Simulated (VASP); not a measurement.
All values below come from rev-vdW-DF2, VASP's PBE PAW potentials (set 64) (plane waves; VASP).

Input for VASP

KPOINTS:
```
K-points
0
G
 7 7 7
```

File POSCAR:
```
AlSb
1
    0.0000000000     3.0700000000     3.0700000000
    3.0700000000     0.0000000000     3.0700000000
    3.0700000000     3.0700000000     0.0000000000
Al Sb
1 1
Direct
  0.0000000000   0.0000000000   0.0000000000
  0.2500000000   0.2500000000   0.2500000000
```

### INCAR
```
SYSTEM = AlSb
PREC = Accurate
ENCUT = 520
EDIFF = 1E-6
NELM = 100
ALGO = Normal
LREAL = .FALSE.
LASPH = .TRUE.
ISMEAR = 0
SIGMA = 0.05
GGA = MK
PARAM1 = 0.1234568
PARAM2 = 0.7114
ZAB_VDW = -1.8867
LUSE_VDW = .TRUE.
AGGAC = 0.0
LMAXMIX = 4
LWAVE = .FALSE.
LCHARG = .FALSE.
IBRION = 2
ISIF = 3
NSW = 60
EDIFFG = -0.01
```

POTCAR, in this order: Al Sb (PBE.64 set). Program: vasp_std.

What VASP printed:

### OSZICAR
```
       N       E                     dE             d eps       ncg     rms          rms(c)
DAV:   1     0.187801757620E+02    0.18780E+02   -0.26915E+03   320   0.718E+02
DAV:   2    -0.486084275384E+01   -0.23641E+02   -0.23508E+02   400   0.883E+01
DAV:   3    -0.549990083959E+01   -0.63906E+00   -0.63906E+00   416   0.178E+01
DAV:   4    -0.550397769730E+01   -0.40769E-02   -0.40769E-02   472   0.175E+00
DAV:   5    -0.550400942697E+01   -0.31730E-04   -0.31730E-04   432   0.123E-01    0.319E+00
DAV:   6    -0.543150345901E+01    0.72506E-01   -0.11951E-01   376   0.170E+00    0.199E+00
DAV:   7    -0.541020488989E+01    0.21299E-01   -0.11469E-01   352   0.181E+00    0.444E-01
DAV:   8    -0.541044238018E+01   -0.23749E-03   -0.69938E-03   352   0.504E-01    0.111E-01
DAV:   9    -0.541057600603E+01   -0.13363E-03   -0.44599E-04   392   0.159E-01    0.328E-02
DAV:  10    -0.541057567554E+01    0.33049E-06   -0.15366E-05   432   0.234E-02    0.160E-02
DAV:  11    -0.541058346133E+01   -0.77858E-05   -0.10403E-05   328   0.258E-02    0.214E-03
DAV:  12    -0.541058356555E+01   -0.10422E-06   -0.14037E-07   240   0.309E-03
   1 F= -.54105836E+01 E0= -.54105836E+01  d E =-.541058E+01
       N       E                     dE             d eps       ncg     rms          rms(c)
DAV:   1    -0.544017627352E+01   -0.29593E-01   -0.57726E-01   376   0.392E+00    0.601E-01
DAV:   2    -0.542450108422E+01    0.15675E-01   -0.29973E-02   336   0.100E+00    0.370E-01
DAV:   3    -0.541893273906E+01    0.55683E-02   -0.17433E-02   352   0.608E-01    0.935E-02
DAV:   4    -0.541864767153E+01    0.28507E-03   -0.61768E-04   352   0.168E-01    0.871E-02
DAV:   5    -0.541856786503E+01    0.79806E-04   -0.13604E-04   400   0.636E-02    0.307E-02
DAV:   6    -0.541856867800E+01   -0.81297E-06   -0.50544E-06   344   0.171E-02
   2 F= -.54185687E+01 E0= -.54185687E+01  d E =-.798511E-02
       N       E                     dE             d eps       ncg     rms          rms(c)
DAV:   1    -0.542226292096E+01   -0.36951E-02   -0.53588E-02   352   0.121E+00    0.180E-01
DAV:   2    -0.542083377132E+01    0.14291E-02   -0.26507E-03   352   0.298E-01    0.111E-01
DAV:   3    -0.542032725391E+01    0.50652E-03   -0.15917E-03   360   0.184E-01    0.298E-02
DAV:   4    -0.542030416582E+01    0.23088E-04   -0.53169E-05   368   0.503E-02    0.278E-02
DAV:   5    -0.542029784861E+01    0.63172E-05   -0.12072E-05   408   0.189E-02    0.949E-03
DAV:   6    -0.542029785642E+01   -0.78065E-08   -0.35358E-07   168   0.495E-03
   3 F= -.54202979E+01 E0= -.54202979E+01  d E =-.971429E-02
```

OUTCAR:
```
------------------------ aborting loop because EDIFF is reached ----------------------------------------
  FORCE on cell =-STRESS in cart. coord.  units (eV):
  Direction    XX          YY          ZZ          XY          YZ          ZX
  --------------------------------------------------------------------------------------
  Total        0.0013078      0.0013078      0.0013078      0.0000000      0.0000000     -0.0000000
  in kB        0.0350883      0.0350883      0.0350883      0.0000000      0.0000000     -0.0000000
  external PRESSURE =       0.0350883 kB  Pullay stress =       0.0000000 kB
  volume of cell :       59.72
      direct lattice vectors                 reciprocal lattice vectors
    -0.000000000  3.102338527  3.102338527    -0.161168743  0.161168743  0.161168743
     3.102338527 -0.000000000  3.102338527     0.161168743 -0.161168743  0.161168743
     3.102338527  3.102338527 -0.000000000     0.161168743  0.161168743 -0.161168743
 POSITION                                       TOTAL-FORCE (eV/Angst)
 -----------------------------------------------------------------------------------
     -0.00000      0.00000      0.00000        -0.000000     -0.000000     -0.000000
      1.55117      1.55117      1.55117         0.000000      0.000000      0.000000
 -----------------------------------------------------------------------------------
    total drift:                                0.000000      0.000000      0.000000
  FREE ENERGIE OF THE ION-ELECTRON SYSTEM (eV)
  ---------------------------------------------------
  free  energy   TOTEN  =        -5.4202978564 eV

  energy  without entropy=       -5.4202978564  energy(sigma->0) =       -5.42029786

 reached required accuracy - stopping structural energy minimisation
```
(Selected blocks of OUTCAR.)

**CONTCAR**
```
AlSb
   1.00000000000000
    -0.0000000000000000    3.1023385266131767    3.1023385266131767
     3.1023385266131767   -0.0000000000000000    3.1023385266131767
     3.1023385266131767    3.1023385266131767   -0.0000000000000000
  Al              Sb
     1     1
Direct
     0.0000000000000000    0.0000000000000000    0.0000000000000000
     0.2500000000000000    0.2500000000000000    0.2500000000000000
```

Energy and stress use the plane-wave basis of the starting cell.

The compound is AlSb in the zinc blende structure. This run relaxes it. Symmetry was kept, so distortions that lower it aren't found.
